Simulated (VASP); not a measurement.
Wanted: an ASE script for a VASP 6.6.1 run.

```
Task                   : single point
Functional             : RPBE
Potentials or basis    : VASP PAW PBE potentials, release 64 (Rb_sv)
Cutoff                 : 520 eV
k mesh                 : 7 × 7 × 7
Occupations            : gaussian, width 0.1 eV
Spin                   : no spin polarisation
Further INCAR settings : ALGO = Normal; EDIFF = 1.00e-06; NBANDS = 10
```

The structure of Rb lies in POSCAR:

```
Rb
1.0
   -2.9545118615      2.9545118615      2.7308451955
    2.9545118615     -2.9545118615      2.7308451955
    2.9545118615      2.9545118615     -2.7308451955
Rb
1
Direct
    0.0000000000      0.0000000000      0.0000000000
```

This isn't the form of Rb at room conditions, which is bcc.

These files were run (other wordings do the same):

run.py

```python
from ase.calculators.vasp import Vasp
from ase.dft.bandgap import bandgap
from ase.io import read

atoms = read('POSCAR')
calc = Vasp(
    directory='calc',
    xc='rpbe',
    pp='PBE',
    setups='materialsproject',
    prec='Accurate',
    encut=520,
    ediff=1e-06,
    ismear=0,
    sigma=0.1,
    lreal=False,
    lasph=True,
    nelm=60,
    algo='Normal',
    isif=2,
    lwave=False,
    lcharg=False,
    kpts=[7, 7, 7],
    gamma=True,
    nbands=10,
)
atoms.calc = calc

print('energy (eV):', atoms.get_potential_energy())
print('free energy (eV):', atoms.get_potential_energy(force_consistent=True))
print('forces (eV/A):')
print(atoms.get_forces())
print('stress (eV/A^3, Voigt):', atoms.get_stress())
print('Fermi level (eV):', calc.get_fermi_level())
gap, top, bottom = bandgap(calc)
print('band gap (eV):', gap, 'from (spin, k, band)', top, 'to', bottom)
```

Potentials or basis: VASP PAW PBE potentials, release 64 (Rb_sv).

Command:

```bash
$ python run.py
```

It gave:

```yaml
Pressure: 0.1 GPa
Band_gap_on_the_k_mesh: none (metal or under the smearing width)
```

Caveat: the PAW data sets were made with another functional, which shifts forces and pressure a little.

Wall time 23 s on 1 thread of Intel(R) Xeon(R) Platinum 8559C (Emerald Rapids), on a shared host, peak memory 0.23 GiB.
